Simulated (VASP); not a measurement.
A run of VASP 6.6.1 is set up as follows.

The input INCAR:

```
ALGO = Fast ; EDIFF = 1E-6
ENCUT = 520 ; GGA = PE
ISIF = 2 ; ISMEAR = 0
LASPH = True ; LCHARG = False
LREAL = False ; LWAVE = False
NBANDS = 17 ; NELM = 100
PREC = Accurate ; SIGMA = 0.03
```

Contents of KPOINTS:

```
k-points
0
Gamma
  10 10 10
```

File POSCAR:

```
SnTe
1.0
    0.0000000000      3.1565000000      3.1565000000
    3.1565000000      0.0000000000      3.1565000000
    3.1565000000      3.1565000000      0.0000000000
Sn Te
1 1
Direct
    0.0000000000      0.0000000000      0.0000000000
    0.4542729076      0.4542729076      0.4542729076
```

Potentials or basis: VASP PAW PBE potentials, release 64 (Sn_d, Te).

Run with:

```sh
$ cat potpaw_PBE.64/Sn_d/POTCAR potpaw_PBE.64/Te/POTCAR > POTCAR
$ mpirun -np 1 vasp_std > vasp.out
```

**Question.** Estimate the largest force.

**Answer.** 1.100 eV/Å.

**Question.** Predict the band gap on the k mesh.

**Answer.** 0.47 eV, direct.

**Question.** Predict the pressure.

**Answer.** 5.3 GPa.

Stress tensor (GPa, compression positive):
```
 5.26 -0.09 -0.09
-0.09  5.26 -0.09
-0.09 -0.09  5.26
```

Caveat: spin-orbit coupling is left out, which moves the levels of the heavy elements; forces of over 1 eV/Å show positions far from the minimum, so gaps and moduli don't describe the material at rest. A k mesh can miss the band edges.
